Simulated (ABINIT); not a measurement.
# BaTiO3 (P4mm) in ABINIT: single point with LDA

Aim: the single point of BaTiO3 with LDA.

All numbers are computed with ABINIT 10.8.3 (patched build); they aren't measurements. Logs are shortened: lines on timing, memory, paths and dates and some standing lists are left out, and cuts for length are marked. The log counts tension as positive stress, the text compression.

**1. Starting point**

It takes space group P4mm (No. 99, tetragonal). The conventional cell has a = 4.000 Å, b = 4.000 Å, c = 4.018 Å, α = 90.00°, β = 90.00°, γ = 90.00°. Ba (site symmetry 4mm) has 12 O at 2.79 to 2.88 Å as nearest neighbours. Around Ti (site symmetry 4mm) lie 6 O at 1.89 to 2.13 Å. O (site symmetry 2mm) is surrounded by 2 Ti at 2.00 Å. O (site symmetry 4mm) is surrounded by 2 Ti at 1.89 to 2.13 Å.

**2. Single point, LDA**

The input, run.abi:

```
# Pseudopotentials
pp_dirpath "./"
pseudos "Ba.upf, Ti.upf, O.upf"

# Structure
acell 3*1.0 Angstrom
rprim
     3.9998000000     0.0000000000     0.0000000000
     0.0000000000     3.9998000000     0.0000000000
     0.0000000000     0.0000000000     4.0180000000
ntypat 3
znucl 56 22 8
natom 5
typat 1 2 3 3 3
xred
     0.0000000000     0.0000000000     0.0000000000
     0.5000000000     0.5000000000     0.4900000000
     0.0000000000     0.5000000000     0.5170000000
     0.5000000000     0.0000000000     0.5170000000
     0.5000000000     0.5000000000     0.0190000000

# Plane-wave basis
ecut 35.0

# k points
kptopt 1
ngkpt 5 5 5
nshiftk 1
shiftk 0.0 0.0 0.0

# Exchange and correlation
ixc 7

# Bands and occupations
nband 24
occopt 3
tsmear 0.05 eV

# SCF cycle
nstep 100
tolvrs 1.0e-10

# Output
iomode 3
prtwf 0
prtden 0
prteig 0
prtebands 0
enunit 1
```

Potentials or basis: PseudoDojo NC SR LDA v0.4.1 standard.

Run with:

```
> mpirun --bind-to none -np 4 abinit run.abi > log 2>&1
```

run.abo:

```text
.Version 10.8.3 of ABINIT
 Symmetries : space group P4 m m (# 99); Bravais tP (primitive tetrag.)
================================================================================
 Values of the parameters that define the memory need of the present run
     intxc =       0    ionmov =       0      iscf =       7    lmnmax =       6
     lnmax =       6     mgfft =      45  mpssoang =       3    mqgrid =    3001
     natom =       5  nloc_mem =       1    nspden =       1   nspinor =       1
    nsppol =       1      nsym =       8    n1xccc =    2501    ntypat =       3
    occopt =       3   xclevel =       1
       mpw =        4306          nfft =       91125          nkpt =          18
================================================================================
================================================================================

--------------------------------------------------------------------------------
------------- Echo of variables that govern the present computation ------------
--------------------------------------------------------------------------------
 -outvars: echo values of preprocessed input variables --------
            acell      1.8897261259E+00  1.8897261259E+00  1.8897261259E+00 Bohr
              amu      1.37327000E+02  4.78800000E+01  1.59994000E+01
             ecut      3.50000000E+01 Hartree
           enunit           1
              ixc           7
         kptrlatt        5    0    0      0    5    0      0    0    5
          kptrlen      3.77926328E+01
            natom           5
            nband          24
            ngfft          45      45      45
             nkpt          18
            nstep         100
             nsym           8
           ntypat           3
           occopt           3
           prtden           0
        prtebands           0
           prteig           0
            prtwf           0
            rprim      3.9998000000E+00  0.0000000000E+00  0.0000000000E+00
                       0.0000000000E+00  3.9998000000E+00  0.0000000000E+00
                       0.0000000000E+00  0.0000000000E+00  4.0180000000E+00
          spgroup          99
           tolvrs      1.00000000E-10
           tsmear      1.83746611E-03 Hartree
            typat      1  2  3  3  3
           xangst      0.0000000000E+00  0.0000000000E+00  0.0000000000E+00
                       1.9999000000E+00  1.9999000000E+00  1.9688200000E+00
                       0.0000000000E+00  1.9999000000E+00  2.0773060000E+00
                       1.9999000000E+00  0.0000000000E+00  2.0773060000E+00
                       1.9999000000E+00  1.9999000000E+00  7.6342000000E-02
            xcart      0.0000000000E+00  0.0000000000E+00  0.0000000000E+00
                       3.7792632792E+00  3.7792632792E+00  3.7205305912E+00
                       0.0000000000E+00  3.7792632792E+00  3.9255394197E+00
                       3.7792632792E+00  0.0000000000E+00  3.9255394197E+00
[... 152 lines left out ...]
    5      1.99990000000000     1.99990000000000     0.07634200000000

 cartesian forces (hartree/bohr) at end:
    1     -0.00000000000000    -0.00000000000000     0.00027760532106
    2     -0.00000000000000    -0.00000000000000    -0.00423647459816
    3     -0.00000000000000    -0.00000000000000    -0.00219898495891
    4     -0.00000000000000    -0.00000000000000    -0.00219898495891
    5     -0.00000000000000    -0.00000000000000     0.00835683919492
 frms,max,avg= 2.5499361E-03 8.3568392E-03   0.000E+00  0.000E+00  1.133E-07 h/b

 cartesian forces (eV/Angstrom) at end:
    1     -0.00000000000000    -0.00000000000000     0.01427503956104
    2     -0.00000000000000    -0.00000000000000    -0.21784828279615
    3     -0.00000000000000    -0.00000000000000    -0.11307635301311
    4     -0.00000000000000    -0.00000000000000    -0.11307635301311
    5     -0.00000000000000    -0.00000000000000     0.42972594926134
 frms,max,avg= 1.3112299E-01 4.2972595E-01   0.000E+00  0.000E+00  5.827E-06 e/A
 length scales=  1.889726125908  1.889726125908  1.889726125908 bohr
              =  1.000000000000  1.000000000000  1.000000000000 angstroms
 Fermi (or HOMO) energy (eV) =   7.12670   Average Vxc (eV)= -11.93377
 Eigenvalues (   eV  ) for nkpt=  18  k points:
 kpt#   1, nband= 24, wtk=  0.00800, kpt=  0.0000  0.0000  0.0000 (reduced coord)
 -49.64692  -26.22905  -26.19889  -26.19889  -18.46658  -10.28410   -9.59625   -9.54095
  -3.60090   -3.60090   -3.59908    3.93702    3.94694    3.94694    5.02632    5.02632
   5.11833    5.99009    5.99670    5.99670    8.01874    8.23849    8.23849   10.41997
 prteigrs : prtvol=0 or 1, do not print more k-points.

--- !EnergyTerms
iteration_state     : {dtset: 1, }
comment             : Components of total free energy in Hartree
kinetic             :  6.25483256405813E+01
hartree             :  2.96503234042150E+01
xc                  : -2.77214314836382E+01
Ewald energy        : -1.03499980157244E+02
psp_core            :  5.49774073633474E+00
local_psp           : -1.00078000110349E+02
non_local_psp       : -3.79125044230394E+00
internal            : -1.37394272412403E+02
'-kT*entropy'       : -4.07043658027972E-11
total_energy        : -1.37394272412444E+02
total_energy_eV     : -3.73868861460055E+03
band_energy         : -1.09713315812338E+01
...

 Cartesian components of stress tensor (hartree/bohr^3)
  sigma(1 1)=  3.40567835E-04  sigma(3 2)=  0.00000000E+00
  sigma(2 2)=  3.40567835E-04  sigma(3 1)=  0.00000000E+00
  sigma(3 3)=  3.09156960E-04  sigma(2 1)=  0.00000000E+00

-Cartesian components of stress tensor (GPa)         [Pressure= -9.7118E+00 GPa]
- sigma(1 1)=  1.00198516E+01  sigma(3 2)=  0.00000000E+00
- sigma(2 2)=  1.00198516E+01  sigma(3 1)=  0.00000000E+00
- sigma(3 3)=  9.09571179E+00  sigma(2 1)=  0.00000000E+00

== END DATASET(S) ==============================================================
================================================================================

 -outvars: echo values of variables after computation  --------
            acell      1.8897261259E+00  1.8897261259E+00  1.8897261259E+00 Bohr
           etotal     -1.3739427241E+02
            fcart     -0.0000000000E+00 -0.0000000000E+00  2.7760532106E-04
                      -0.0000000000E+00 -0.0000000000E+00 -4.2364745982E-03
                      -0.0000000000E+00 -0.0000000000E+00 -2.1989849589E-03
                      -0.0000000000E+00 -0.0000000000E+00 -2.1989849589E-03
                      -0.0000000000E+00 -0.0000000000E+00  8.3568391949E-03
            rprim      3.9998000000E+00  0.0000000000E+00  0.0000000000E+00
                       0.0000000000E+00  3.9998000000E+00  0.0000000000E+00
                       0.0000000000E+00  0.0000000000E+00  4.0180000000E+00
           strten      3.4056783466E-04  3.4056783466E-04  3.0915696003E-04
                       0.0000000000E+00  0.0000000000E+00  0.0000000000E+00
           xangst      0.0000000000E+00  0.0000000000E+00  0.0000000000E+00
                       1.9999000000E+00  1.9999000000E+00  1.9688200000E+00
                       0.0000000000E+00  1.9999000000E+00  2.0773060000E+00
                       1.9999000000E+00  0.0000000000E+00  2.0773060000E+00
                       1.9999000000E+00  1.9999000000E+00  7.6342000000E-02
             xred      0.0000000000E+00  0.0000000000E+00  0.0000000000E+00
                       5.0000000000E-01  5.0000000000E-01  4.9000000000E-01
                       0.0000000000E+00  5.0000000000E-01  5.1700000000E-01
                       5.0000000000E-01  0.0000000000E+00  5.1700000000E-01
                       5.0000000000E-01  5.0000000000E-01  1.9000000000E-02
 Calculation completed.
```

Wall time 45 s (4 MPI ranks of Intel Xeon Platinum 8259CL at 2.50GHz (Skylake/Cascade Lake), shared host); peak memory 0.32 GiB.

Results:

```yaml
Free_energy: -3738.6886 eV
Largest_force: 0.430 eV/Å
Band_gap_on_the_k_mesh: 1.90 eV, indirect (least direct gap 2.02 eV)
Valence_electrons_inside_the_program's_atomic_spheres: Ba 5.27; Ti 9.41; O 6.18, 6.20
```

Forces in eV/Å, atoms in the order of the input:
```
Ba   0.000  0.000  0.014
Ti   0.000  0.000 -0.218
O    0.000  0.000 -0.113
O    0.000  0.000 -0.113
O    0.000  0.000  0.430
```

Levels at points of the mesh, in eV from the valence-band top:
| k point | band 17 | band 18 | band 19 | band 20 | band 21 | band 22 | band 23 | band 24 |
| --- | --- | --- | --- | --- | --- | --- | --- | --- |
| (0.00, 0.00, 0.00) | -1.00 | -0.13 | -0.12 | -0.12 | 1.90 | 2.12 | 2.12 | 4.30 |

Caveat: the cutoff is too short for stress, so the log's stress isn't used; this set's barium file shifts pressures by 1 GPa against other sets; this release of the barium file is off; spin-orbit coupling is left out, which moves the levels of the heavy elements; an odd mesh through Γ misses points on the zone boundary, where band edges often lie.
